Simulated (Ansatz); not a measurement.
BaF2 (started from an entry of an open crystallographic database), relaxed with r2SCAN: 5 runs in Ansatz, each a construction of maximally localised Wannier functions. It is cubic, Fm-3m (No. 225); a = 6.194 Å in the conventional setting, 19.81 Å³ an atom. Ba has 8 F at 2.68 Å; F has 4 Ba at 2.68 Å. No spin polarisation and no zero-point or thermal motion.

```xyz
3
Lattice="0.0000 3.0972 3.0972 3.0972 0.0000 3.0972 3.0972 3.0972 0.0000" Properties=species:S:1:pos:R:3 pbc="T T T"
Ba    0.0000    0.0000    0.0000
F     1.5486    1.5486    1.5486
F     4.6457    4.6457    4.6457
```

Windows count from the top of the filled bands; a dash means that no such window was set (without an outer window there is no disentanglement).

```
functional  SCF mesh  trial orbitals  functions   mesh  window (eV)  frozen (eV)  Ω total (Å²)  Ω invariant (Å²)  largest spread (Å²)  least projectability
       PBE     6×6×6        F s, F p          8  4×4×4            –            –          5.76              5.29                 0.72                  0.92
       PBE     6×6×6        F s, F p          8  6×6×6            –            –          6.03              5.60                 0.75                  0.92
    r2SCAN     6×6×6        F s, F p          8  6×6×6            –            –          5.98              5.54                 0.75                  0.91
     HSE06     6×6×6        F s, F p          8  6×6×6            –            –          6.14              5.72                 0.77                  0.90
```

Problem. Estimate from these rows what the further settings give.

| functional | SCF mesh | trial orbitals | functions | mesh | window (eV) | frozen (eV) |
| --- | --- | --- | --- | --- | --- | --- |
| PBE | 6×6×6 | F p | 6 | 6×6×6 | – | – |

Solution.
```csv
functional,SCF mesh,trial orbitals,functions,mesh,window (eV),frozen (eV),Ω total (Å²),Ω invariant (Å²),largest spread (Å²),least projectability
PBE,6×6×6,F p,6,6×6×6,–,–,5.69,5.66,0.95,0.94
```

For F s, F p with PBE the spread goes 5.76 Å² (4×4×4), 6.03 Å² (6×6×6): finite differences on a coarse mesh understate it.

The runs are scalar-relativistic, without spin-orbit coupling.
